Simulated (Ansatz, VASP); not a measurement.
## One calculation of GaP, two programs

```
Ga P
1.0
     0.00000    2.63816    2.63816
     2.63816    0.00000    2.63816
     2.63816    2.63816    0.00000
Ga P
1 1
Direct
  0.00000 0.00000 0.00000
  0.25000 0.25000 0.25000
```

Change from the starting cell: volume scaled by 0.88, PAW files.

Alike in both runs: task single point; functional PBE; k mesh 12 × 12 × 12; occupations fermi-dirac, width 0.1 eV; no spin polarisation.

|  | VASP | Ansatz |
| --- | --- | --- |
| version | VASP 6.6.1 | Ansatz 0.2.0 |
| potentials or method | VASP PAW PBE potentials, release 64 (Ga_d, P) | PAW with Ansatz's default frozen-core files, scalar-relativistic |
| plane-wave cutoff (eV) | 520 | 420 |
| valence electrons in the cell | 18 | 18 |

VASP gave:

```
pressure (GPa) : 13.0
```

**Question.** Estimate Ansatz's values.

**Answer.** Pressure (GPa): 13.1.

The functional is the same, so the differences come from potentials, cutoffs and numerics.

A k mesh can miss the band edges.
